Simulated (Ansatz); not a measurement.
**Rutile GeO2**

The numbers are results of r²SCAN-D4 in Ansatz (PAW), not measurements.

Numerical settings: plane-wave cutoff 560 eV, 8×8×12 k mesh (along the axes of the cell as run), Fermi–Dirac smearing 0.01 eV, scalar-relativistic PAW data made under PBE.

Cell: relaxed at this level.

```
Item                                                  Result
------------------------------------------  ----------------
equilibrium volume per atom                     9.24 Å³/atom
bulk modulus                                         250 GPa
lattice constant a                                   4.398 Å
lattice parameter c                                  2.867 Å
band gap                                    2.60 eV (direct)
pressure derivative B′ of the bulk modulus               5.8
```

Measured, for comparison: band gap 4.68 eV (temperature not stated, no zero-point or thermal correction, direct (forbidden), UV absorption; as tabulated in Mengle et al. (2019), arXiv:1905.10301); bulk modulus 251 GPa (room temperature, no zero-point or thermal correction, from measured elastic constants; as tabulated in Sevik and Bulutay (2007), arXiv:cond-mat/0610176); lattice constant a 4.397 Å (temperature not stated, no zero-point or thermal correction; as tabulated in Saito and Ono (2011), arXiv:1008.4998); lattice parameter c 2.862 Å (room temperature, no zero-point or thermal correction; as tabulated in Hiroi (2015), arXiv:1503.02262). Computed (rounded) less measured: bulk modulus -0.4 %, lattice constant a 0.0 %, lattice parameter c +0.2 %.

Note: the bulk modulus comes from volumes at which shape and atoms were relaxed.

Spin–orbit coupling is not included.

Ansatz is a first-principles code.
